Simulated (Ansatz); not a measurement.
## Bismuth (fcc) across density functionals

All rows: Ansatz, plane waves with scalar-relativistic PAW, 420 eV (500 eV for the SCAN forms), relaxed under each functional, no dispersion correction, no zero-point motion. B₀ comes from uniform scaling at fixed shape; a dash is a value not given.

```tsv
functional	V (Å³/atom)	cell	B₀ (GPa)	magnetic state	ΔE to A7 rhombohedral (meV/atom)
PBE	31.85	a = 5.032 Å	52	spin not included	185
r²SCAN	31.40	a = 5.008 Å	56	spin not included	308
PBEsol	30.24	a = 4.945 Å	61	spin not included	139
LDA	29.53	a = 4.907 Å	63	spin not included	157
revPBE	32.51	a = 5.066 Å	48	spin not included	203
RPBE	32.77	a = 5.080 Å	47	spin not included	212
BLYP	34.60	a = 5.173 Å	40	spin not included	366
```

LDA gives the smallest volume and BLYP the largest.
